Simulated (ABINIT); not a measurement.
## Tl: single point with PBEsol

Tl:

```
Tl
1.0
    -1.92956    1.92956    1.92956
     1.92956   -1.92956    1.92956
     1.92956    1.92956   -1.92956
Tl
1
Direct
  0.00000 0.00000 0.00000
```

This isn't the form of Tl at room conditions, which is hcp.

The cell isn't the ideal one: cell squeezed.

```
Program             : ABINIT 10.8.3 (patched build)
Task                : single point
Functional          : PBEsol
Potentials or basis : PseudoDojo NC SR PBEsol v0.4.1 standard
Cutoff              : 844 eV
k mesh              : 8 × 8 × 8
Occupations         : fermi-dirac, width 0.05 eV
Spin                : no spin polarisation
```

The pressure is 0.1 GPa and the band gap on the k mesh is none (metal or under the smearing width). The valence electrons inside the program's atomic spheres are Tl 9.42 (radii [1.0584] Å).

Levels at points of the mesh, in eV from the Fermi level:
```
           k point  band 4  band 5  band 6  band 7  band 8  band 9
(0.00, 0.00, 0.00)  -11.18  -11.18  -10.02   10.79   10.79   10.79
(0.50, 0.00, 0.00)  -11.18  -10.90   -5.01   -2.73    5.84    7.20
(0.50, 0.50, 0.50)  -10.96  -10.96   -1.60    1.44    1.44    1.44
```

It took 9.8 s on 1 thread of Arm Neoverse V2, with other jobs on the host, peak memory 0.06 GiB.

Spin-orbit coupling is left out, which matters for the levels of Tl.
